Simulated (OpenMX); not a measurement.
Runs of OpenMX 3.8.5 on Pt. Symmetry: Fm-3m, No. 225, cubic system. Conventional cell: a = 3.922 Å, b = 3.922 Å, c = 3.922 Å, α = 90.00°, β = 90.00°, γ = 90.00°. Pt (site symmetry m-3m) is surrounded by 12 Pt at 2.77 Å. 

```csv
task,level,potentials or basis,spin,k mesh,SCF threshold,max SCF cycles,"grid points, held for all volumes",k mesh for the DOS,gap on the mesh (eV),pressure (GPa),V0 of scaled cells (Å³/atom),B0 (GPa)
single point,PBE,"OpenMX 2013 PBE set, Pt7.0-s3p2d2f1, grid cutoff 400 Ry",off,13 × 13 × 13,1e-08 Ha,100,-,-,none,12.8,-,-
equation of state,PBE,"OpenMX 2013 PBE set, Pt7.0-s3p2d2f1, fixed grid of 27 × 27 × 27 points",off,13 × 13 × 13,1e-08 Ha,-,27 × 27 × 27,-,-,-,15.75,264
density of states,LDA,"OpenMX 2013 PBE set, Pt7.0-s3p2d2, grid cutoff 400 Ry",off,13 × 13 × 13,1e-08 Ha,100,-,17 × 17 × 17,none,(b),-,-
equation of state,PBE,"OpenMX 2013 PBE set, Pt7.0-s3p2d2f1, fixed grid of 25 × 25 × 25 points",off,13 × 13 × 13,1e-08 Ha,-,25 × 25 × 25,-,-,-,15.76,(a)
```

Alike in all rows: cell as given; smearing fermi-dirac 0.05 eV.

Question: Fill in the values left out.

Answer: (a) 257; (b) 4.1.

Caveats: the basis of atomic orbitals isn't converged, which shifts pressures, moduli and gaps; volumes in these bases differ from converged ones by about 1 %, for some elements by several (some runs); the potentials were made for another functional, which shifts forces and pressure (some runs).

A k mesh can miss the band edges, and the runs leave out spin-orbit coupling on Pt.

A gap of «none» marks a metal or a gap under the smearing width.

Not every run made on this cell is shown here.
